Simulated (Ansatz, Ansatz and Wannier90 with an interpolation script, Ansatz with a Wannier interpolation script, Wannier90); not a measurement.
An input for Wannier90 4.0.3 (BAs (R3m)):

```
num_iter = 1200
conv_tol = 1.0e-8
conv_window = 5
dis_num_iter = 4000
dis_conv_tol = 1.0e-8
dis_mix_ratio = 0.7
write_hr = true
use_ws_distance = false
num_print_cycles = 50
! ansatz wannier90 interface
! projections by site (counted from 0) and shell: 1 4P, 0 2S, 0 2P
! states of the run's bands (counted from 1): 1-16
num_bands = 16
num_wann  = 7
dis_win_min = 1.64
dis_win_max = 22.22
dis_froz_min = 1.64
dis_froz_max = 14.42
guiding_centres = true

begin unit_cell_cart
Ang
      -1.7227030378222716       -0.994603062603808        2.747360200006034
       1.7227030378222716       -0.994603062603808        2.747360200006034
                      0.0        1.989206125257616        2.747360199987933
end unit_cell_cart

begin atoms_frac
B               0.0006077757             0.0006077757             0.0006077757
As              0.7493922243             0.7493922243             0.7493922243
end atoms_frac

mp_grid = 12 12 12

[... the mesh's points ...]
```

```sh
OMP_NUM_THREADS=1 mpirun -n 8 wannier90.x w > wannier90.x.log
```

Question: How long will it take on 8 MPI ranks of Arm Neoverse V2, shared host, and how much memory?

It took 21 s; on shared hardware allow 10 s to 42 s.

[Paths, hosts, dates, memory and timing lines, banners, echoed tables and standing remarks are left out of the program output.]

[Logs are printed without paths, hosts, clocks, repeated set-up lines and the standing remarks that a program may print on its own settings, such as how far it seeks lower states.]

[Runs of the session that timed out or met a known fault of the program may be left out.]

[Hosts, paths, dates, database ids (printed as entryN), source tags and the programs' standing remarks are cut or masked in the printed files.]
